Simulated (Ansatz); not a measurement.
Write the native input for Ansatz 0.2.0 that does the following.

- Task: relaxation of cell and atoms
- Functional: PBEsol
- Dispersion: D4
- Potentials or basis: all-electron LAPW, scalar-relativistic
- Basis error allowed: 0.001 eV/atom
- k mesh: 9 × 9 × 9
- Occupations: fermi-dirac, width 0.05 eV
- Spin: no spin polarisation

The system is ZnS.

```
Zn S
1.0
     0.00000    2.70200    2.70200
     2.70200    0.00000    2.70200
     2.70200    2.70200    0.00000
Zn S
1 1
Direct
  0.75000 0.75000 0.75000
  0.00000 0.00000 0.00000
```

These files were run (other wordings do the same):

input.yaml

```yaml
crystal:
  lattice:
    - [0.0, 2.702, 2.702]
    - [2.702, 0.0, 2.702]
    - [2.702, 2.702, 0.0]
  atoms:
    - { symbol: Zn, position: [0.75, 0.75, 0.75] }
    - { symbol: S, position: [0.0, 0.0, 0.0] }
kpoints:
  mp_grid: { grid: [9, 9, 9] }
scf:
  occupations: { method: fermi_dirac, width: 0.05 }
hamiltonian:
  xc: pbesol
  dispersion: d4
  pseudopotentials: { kind: all_electron, lapw: { basis_error: 0.001 } }
output:
  forces: true
  stress: true
relax:
  f_tol: 0.01
  max_steps: 60
  cell: {}
```

Potentials or basis: all-electron LAPW, scalar-relativistic.

Command:

```bash
$ ansatz run input.yaml --threads 1 --pin off --max-ram 3072MiB --backend cpu --events-out ev --progress --plain --runs-dir out
```

Results of the run:

| Quantity | Value |
| --- | --- |
| Relaxed volume | 18.87 Å³/atom |
| Relaxed cell | a = 3.765 Å, b = 3.765 Å, c = 3.765 Å, α = 60.00°, β = 60.00°, γ = 60.00° |
| Space group after relaxing (to 0.05 Å) | F-43m (No. 216) |
| Energy gained by relaxing | 9.3 meV/atom |
| Ionic steps | 5 |
| Pressure after relaxing | 0.0 GPa |
| Band gap on the k mesh | 2.17 eV |

Caveat: an odd mesh through Γ misses points on the zone boundary, where band edges often lie.

Run time: 36 s on 1 thread of Arm Neoverse V2, on a shared host, peak memory 0.28 GiB.
